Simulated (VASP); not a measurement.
**CoO under changes of volume**

One of the cells (8.903 Å³/atom); the others are scaled copies at fixed shape and fractional positions:

```xyz
2
Lattice="1.5247 0.8803 2.2111 -1.5247 0.8803 2.2111 0.0000 -1.7606 2.2111" Properties=species:S:1:pos:R:3 pbc="T T T"
Co    0.0000    0.0000    0.0000
O     0.0000    0.0000    3.3166
```

Measurements of this composition are mostly on another form, of space group No. 225.

| Property | Result |
| --- | --- |
| Program | VASP 6.6.1 |
| Functional | PBEsol |
| Potentials or basis | VASP PAW PBE potentials, release 64 (Co, O) |
| Cutoff | 520 eV |
| k mesh | 10 × 10 × 10 |
| Occupations | fermi-dirac, width 0.05 eV |
| Spin | collinear spin, ferromagnetic start |
| Starting moments | [2.0, 0.0] μB |

```csv
volume (Å³/atom),energy over the lowest point (meV/atom),pressure (GPa),moment (μB per cell)
8.547,?,?,?
8.725,2.62,3.9,2.55
8.903,0.00,0.2,2.64
9.081,1.34,-3.1,2.73
9.259,6.15,-6.2,2.81
```

**Question.** What does the run at 8.547 Å³/atom give?

**Answer.** Energy over the lowest point 9.49 meV/atom; pressure 7.7 GPa; moment 2.43 μB per cell.

Worked out: A Birch-Murnaghan fit of order 2 (a polynomial in V^(-2/3)) to the other rows has its minimum at 8.93 Å³/atom with B0 = V·E''(V) = 173 GPa at fixed shape and positions, which overstates the stiffness. It gives 9.52 meV/atom at 8.547 Å³/atom, against the run's 9.49, and -dE/dV = 8.3 GPa, against 7.7. A straight line through the other rows of the moment, of slope 0.489 μB per Å³/atom, extrapolates to 2.47 μB, against the run's 2.43.

Energies are extrapolated to zero smearing.

Caveats: the PAW data sets were made with another functional, which shifts forces and pressure a little; a cell with one magnetic atom can't hold antiferromagnetic order, which such compounds often take.
